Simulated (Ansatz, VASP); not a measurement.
# Cross-check of AlN between VASP and Ansatz, part 2 of 2

Aim: how closely do two programs agree when they are given the same cell, functional and k mesh? The structure shown is the end of the Ansatz relaxation below.

VASP 6.6.1 and Ansatz 0.2.0.

So far. Step 3 (VASP: single point, PBEsol, pair 1): The run ends at a pressure of -0.15 GPa.

### 6. VASP: single point, PBEsol, pair 2

Level of this step: PBEsol; plane waves and PAW (Al, N) (VASP).

The same cell, functional, mesh and smearing now go to VASP, with its own data sets.

Input file INCAR:

```
SYSTEM = AlN
PREC = Accurate
ENCUT = 600
EDIFF = 1E-06
NELM = 120
ISMEAR = -1
SIGMA = 0.02
LREAL = .FALSE.
ALGO = Normal
GGA = PS
NBANDS = 14
LORBIT = 11
LWAVE = .FALSE.
LCHARG = .FALSE.
ISIF = 2
LASPH = .TRUE.
GGA_COMPAT = .FALSE.
EFERMI = MIDGAP
```

Input file POSCAR:

```
AlN
1.0
    3.1179035994      0.0000000000      0.0000000000
    0.0000000000      3.1179035994      0.0000000000
    0.0000000000      0.0000000000      4.2897255800
Al N
2 2
Direct
    0.0000000000      0.0000000000      0.0000000000
    0.5000000000      0.5000000000      0.5000000000
    0.5000000000      0.0000000000      0.7500000000
    0.0000000000      0.5000000000      0.2500000000
```

Input file KPOINTS:

```
Automatic mesh
0
Gamma
9 9 6
0 0 0
```

PAW data sets: Al and N (PBE family, release 64).

Run with:

```
$ mpirun -np 1 vasp_std
```

Numbers of over 12 decimals in the logs are rounded to 6 here.

Log:

```text
[banner, memory and clock lines left out]
running    1 mpi-ranks, on    1 nodes
[...]
[... a notice as in an earlier step ...]

 LDA part: xc-table for (Slater+PW92), standard interpolation
 POSCAR, INCAR and KPOINTS ok, starting setup
[...]
entering main loop
       N       E                     dE             d eps       ncg     rms          rms(c)
DAV:   1     0.513769640426E+02    0.51377E+02   -0.78407E+03  1688   0.112E+03
DAV:   2    -0.314263317019E+02   -0.82803E+02   -0.75409E+02  2318   0.229E+02
DAV:   3    -0.356457046293E+02   -0.42194E+01   -0.42004E+01  2340   0.536E+01
DAV:   4    -0.356766946791E+02   -0.30990E-01   -0.30987E-01  1866   0.515E+00
[...]
DAV:  10    -0.312171972476E+02   -0.34300E-03   -0.17577E-03  1956   0.304E-01    0.163E-01
DAV:  11    -0.312170914210E+02    0.10583E-03   -0.22988E-04  2184   0.119E-01    0.332E-02
DAV:  12    -0.312170905251E+02    0.89594E-06   -0.69046E-06  2040   0.251E-02
   1 F= -.31217091E+02 E0= -.31217091E+02  d E =0.000000E+00
```

Parts of OUTCAR (step 6):

```text
  Total       -0.0366619     -0.0366619      0.7996151      0.0000000      0.0000000      0.0000000
  in kB       -1.4085464     -1.4085464     30.7210951      0.0000000      0.0000000      0.0000000
  external PRESSURE =       9.3013341 kB  Pullay stress =       0.0000000 kB

 POSITION                                       TOTAL-FORCE (eV/Angst)
 -----------------------------------------------------------------------------------
      0.00000      0.00000      0.00000         0.000000     -0.000000      0.000000
      1.55895      1.55895      2.14486         0.000000     -0.000000      0.000000
      1.55895      0.00000      3.21729        -0.000000      0.000000     -0.000000
      0.00000      1.55895      1.07243        -0.000000      0.000000     -0.000000
 -----------------------------------------------------------------------------------
    total drift:                                0.000000     -0.000000     -0.000000

  FREE ENERGIE OF THE ION-ELECTRON SYSTEM (eV)
  ---------------------------------------------------
  free  energy   TOTEN  =       -31.2170905251 eV

  energy  without entropy=      -31.2170905251  energy(sigma->0) =      -31.21709053

[... 1 part as in an earlier step ...]

[... 2 further parts left out ...]
[key lines of the parts left out:]
E-fermi :   7.4645
```

The run ends at a pressure of 0.93 GPa.

### 7. Side by side

Both answers:

| quantity | Ansatz | VASP | difference |
| --- | --- | --- | --- |
| pressure (GPa) | 1.07 | 0.93 | +0.14 |
| gap on the k mesh (eV) | 3.044 | 3.035 | +0.009 |

A gap on the mesh is an upper bound, since the band edges may lie between its points.

### 8. Ansatz: relaxation, PBEsol

This run makes the geometry at which the two programs are then compared. The cell compared in this pair holds 42.19 Å³, against 41.70 Å³ for the pair before.

The structure compared here is the end of the Ansatz relaxation.

Input file input.yaml:

```yaml
crystal:
  lattice:
    - [3.07972201, 0.0, 0.0]
    - [0.0, 3.07972201, 0.0]
    - [0.0, 0.0, 4.46481642]
  atoms:
    - { symbol: Al, position: [0.0, 0.0, 0.0] }
    - { symbol: Al, position: [0.5, 0.5, 0.5] }
    - { symbol: "N", position: [0.5, 1.0, 0.75] }
    - { symbol: "N", position: [0.0, 0.5, 0.25] }
kpoints:
  mp_grid: { grid: [9, 9, 6] }
scf:
  occupations: { method: fermi_dirac, width: 0.02 }
hamiltonian:
  xc: pbesol
  pseudopotentials: { kind: paw, azcp: { folder: soft_1 }, xc_functional: pbe }
basis:
  ecutwfc: 600
output:
  forces: true
  stress: true
relax:
  f_tol: 0.005
  max_steps: 70
  cell: { stress_tol: 0.02, p_target: 0, fix: [c, alpha, beta, gamma] }
```

Run with:

```
$ ansatz run input.yaml --threads 4 --pin off --max-ram 10240MiB --backend cpu --events-out ev --progress --plain --runs-dir out
```

Log:

```text
[...]
Crystal: 4 atoms, lattice volume = 42.347 Å³
Basis set: ecut = 600 eV, 1409 PW (Γ), exchange–correlation on 50×50×72 points (8 copies of the dense FFT grid, shifted against one another)
Bands: 12, of which v1, the nominal top of the filled ones, is band 8 counted from 1 (7 counted from 0)
Symmetry: 16 space group operations
[...]
k-points: 60 of 486 (time reversal used)
[...]
-0.000000      -0.000000      -3.763807
  P = ⅓ Tr σ = -1.2533 GPa (-12.533 kbar)
--- Relaxed structure (3 steps of the walk, 3 accepted, 1 SCFs on fresh bases) ---
[...]
cell:  # Å, volume = 42.1902 Å³
    - [3.074002, 0.0, 0]
    - [0.0, 3.074002, 0]
    - [0, 0, 4.46481642]
  atoms:
    - { symbol: Al, position: [0, 0, 0] }
    - { symbol: Al, position: [0.5, 0.5, 0.5] }
    - { symbol: N, position: [0.5, 1.0, 0.75] }
    - { symbol: N, position: [0, 0.5, 0.25] }
[key lines of the parts left out:]
SCF converged after 7 iterations
Free energy (F): -1811.832382 eV
Fermi energy:    8.417860 eV
```

### 9. VASP: single point, PBEsol, pair 3

The same cell, functional, mesh and smearing now go to VASP, with its own data sets.

INCAR is that of step 6.

Input file POSCAR:

```
AlN
1.0
    3.0740018539      0.0000000000      0.0000000000
    0.0000000000      3.0740018539      0.0000000000
    0.0000000000      0.0000000000      4.4648164200
Al N
2 2
Direct
    0.0000000000      0.0000000000      0.0000000000
    0.5000000000      0.5000000000      0.5000000000
    0.5000000000      0.0000000000      0.7500000000
    0.0000000000      0.5000000000      0.2500000000
```

KPOINTS is that of step 6.

Run with:

```
$ mpirun -np 1 vasp_std
```

Log:

```text
[... set-up lines as in an earlier step ...]
 entering main loop
       N       E                     dE             d eps       ncg     rms          rms(c)
DAV:   1     0.473188857540E+02    0.47319E+02   -0.78586E+03  1712   0.112E+03
DAV:   2    -0.314397549097E+02   -0.78759E+02   -0.72156E+02  2220   0.226E+02
DAV:   3    -0.356000174028E+02   -0.41603E+01   -0.41446E+01  2346   0.557E+01
DAV:   4    -0.356317850516E+02   -0.31768E-01   -0.31763E-01  1830   0.523E+00
[...]
DAV:  10    -0.312168001116E+02   -0.33728E-03   -0.16619E-03  1980   0.301E-01    0.164E-01
DAV:  11    -0.312166994641E+02    0.10065E-03   -0.20889E-04  2136   0.114E-01    0.334E-02
DAV:  12    -0.312166984855E+02    0.97856E-06   -0.64874E-06  2112   0.243E-02
   1 F= -.31216698E+02 E0= -.31216698E+02  d E =0.000000E+00
```

From OUTCAR (step 9):

```text
  Total       -0.0400897     -0.0400897     -1.0333516      0.0000000      0.0000000      0.0000000
  in kB       -1.5224114     -1.5224114    -39.2416104      0.0000000      0.0000000      0.0000000
  external PRESSURE =     -14.0954777 kB  Pullay stress =       0.0000000 kB

 POSITION                                       TOTAL-FORCE (eV/Angst)
 -----------------------------------------------------------------------------------
      0.00000      0.00000      0.00000         0.000000     -0.000000     -0.000000
      1.53700      1.53700      2.23241         0.000000     -0.000000     -0.000000
      1.53700      0.00000      3.34861        -0.000000      0.000000     -0.000000
      0.00000      1.53700      1.11620        -0.000000      0.000000      0.000000
 -----------------------------------------------------------------------------------
    total drift:                                0.000000     -0.000000     -0.000000

  FREE ENERGIE OF THE ION-ELECTRON SYSTEM (eV)
  ---------------------------------------------------
  free  energy   TOTEN  =       -31.2166984855 eV

  energy  without entropy=      -31.2166984855  energy(sigma->0) =      -31.21669849

[... 1 part as in an earlier step ...]

[... 2 further parts left out ...]
[key lines of the parts left out:]
E-fermi :   7.4201
```

The run ends at a pressure of -1.41 GPa.

### 10. Side by side

Both answers:

| quantity | Ansatz | VASP | difference |
| --- | --- | --- | --- |
| pressure (GPa) | -1.25 | -1.41 | +0.16 |
| gap on the k mesh (eV) | 3.231 | 3.224 | +0.008 |

A gap on the mesh is an upper bound, since the band edges may lie between its points.

### 11. What came out

| Item | Value |
| --- | --- |
| difference in gap on the k mesh (single point, PBEsol, pair 1) | 0.0080 eV |
| difference in gap on the k mesh (single point, PBEsol, pair 2) | 0.0088 eV |
| difference in gap on the k mesh (single point, PBEsol, pair 3) | 0.0077 eV |

**Reading.** The difference in gap on the k mesh is 0.0088 eV (single point, PBEsol, pair 2), within the 0.08 eV picked in this series as the mark of a large difference. 4 further runs of this series are not shown here. How closely two codes agree says nothing of how well the functional describes the real material.

[Lines on the potential files, build, host, timing and source positions are cut from VASP's logs without a mark.]

[Logs are printed without paths, hosts, clocks, repeated set-up lines and the standing remarks that a program may print on its own settings, such as how far it seeks lower states.]

[Hosts, paths, dates, database ids (printed as entryN), source tags and the programs' standing remarks are cut or masked in the printed files.]
